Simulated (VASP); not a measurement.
Calculation: PBEsol GGA, VASP's PBE PAW potentials (set 64) (plane waves; VASP).

VASP input:

**POSCAR**
```
CaF2
1
    0.0000000000     2.6904530000     2.6904530000
    2.6904530000     0.0000000000     2.6904530000
    2.6904530000     2.6904530000     0.0000000000
Ca F
1 2
Direct
  0.0000000000   0.0000000000   0.0000000000
  0.7500000000   0.7500000000   0.7500000000
  0.2500000000   0.2500000000   0.2500000000
```

**INCAR**
```
# general
SYSTEM=CaF2
PREC  =Accurate
ENCUT =400
LREAL =.FALSE.
LASPH =.TRUE.

# electronic loop
EDIFF =1E-6
NELM  =100
ALGO  =Normal

# smearing
ISMEAR=0
SIGMA =0.01

# functional
GGA   =PS

# ions
ISIF  =2

# output
LWAVE =.FALSE.
LCHARG=.FALSE.
```

**KPOINTS**
```
kpoints
0
gamma
 11 11 11
0 0 0
```

POTCAR, in this order: Ca_sv F (PBE.64 set). Program: vasp_std.

The resulting files:

OSZICAR:
```
       N       E                     dE             d eps       ncg     rms          rms(c)
DAV:   1     0.189755479329E+03    0.18976E+03   -0.12109E+04  1800   0.125E+03
DAV:   2    -0.118531123309E+02   -0.20161E+03   -0.19794E+03  2280   0.359E+02
DAV:   3    -0.187074499150E+02   -0.68543E+01   -0.68499E+01  2064   0.751E+01
DAV:   4    -0.189517787887E+02   -0.24433E+00   -0.24427E+00  3000   0.108E+01
DAV:   5    -0.189537690691E+02   -0.19903E-02   -0.19903E-02  1992   0.110E+00    0.711E+00
DAV:   6    -0.179377912805E+02    0.10160E+01   -0.50356E+00  1880   0.161E+01    0.311E+00
DAV:   7    -0.179206283363E+02    0.17163E-01   -0.14319E-01  2384   0.344E+00    0.164E+00
DAV:   8    -0.179257518030E+02   -0.51235E-02   -0.25902E-02  2328   0.202E+00    0.167E-01
DAV:   9    -0.179292141262E+02   -0.34623E-02   -0.62801E-03  2480   0.606E-01    0.136E-01
DAV:  10    -0.179299490701E+02   -0.73494E-03   -0.12323E-03  2104   0.262E-01    0.263E-02
DAV:  11    -0.179299482534E+02    0.81670E-06   -0.97273E-05  2320   0.873E-02    0.772E-03
DAV:  12    -0.179299541095E+02   -0.58561E-05   -0.19111E-05  2040   0.342E-02    0.335E-03
DAV:  13    -0.179299541607E+02   -0.51184E-07   -0.23130E-06  2224   0.121E-02
   1 F= -.17929954E+02 E0= -.17929954E+02  d E =-.623170E-23
```

### OUTCAR
```
------------------------ aborting loop because EDIFF is reached ----------------------------------------
  FORCE on cell =-STRESS in cart. coord.  units (eV):
  Direction    XX          YY          ZZ          XY          YZ          ZX
  --------------------------------------------------------------------------------------
  Total       -1.6150077     -1.6150077     -1.6150077      0.0000000     -0.0000000     -0.0000000
  in kB      -66.4322486    -66.4322486    -66.4322486      0.0000000     -0.0000000     -0.0000000
  external PRESSURE =     -66.4322486 kB  Pullay stress =       0.0000000 kB
  volume of cell :       38.95
      direct lattice vectors                 reciprocal lattice vectors
     0.000000000  2.690453000  2.690453000    -0.185842310  0.185842310  0.185842310
     2.690453000  0.000000000  2.690453000     0.185842310 -0.185842310  0.185842310
     2.690453000  2.690453000  0.000000000     0.185842310  0.185842310 -0.185842310
 POSITION                                       TOTAL-FORCE (eV/Angst)
 -----------------------------------------------------------------------------------
      0.00000      0.00000      0.00000         0.000000      0.000000     -0.000000
      4.03568      4.03568      4.03568        -0.000000     -0.000000     -0.000000
      1.34523      1.34523      1.34523         0.000000      0.000000      0.000000
 -----------------------------------------------------------------------------------
    total drift:                                0.000000      0.000000      0.000000
  FREE ENERGIE OF THE ION-ELECTRON SYSTEM (eV)
  ---------------------------------------------------
  free  energy   TOTEN  =       -17.9299541607 eV

  energy  without entropy=      -17.9299541607  energy(sigma->0) =      -17.92995416
```
(Selected blocks of OUTCAR.)

At this cut-off the stress carries a Pulay error, which pulls relaxed volumes low.

The structure comes from a computed database's CaF2 entry; how it stands against other phases isn't given here. The cell was not relaxed at this level. The run is one of a series of settings (GGA = PS against the base run), some of them coarse on purpose.
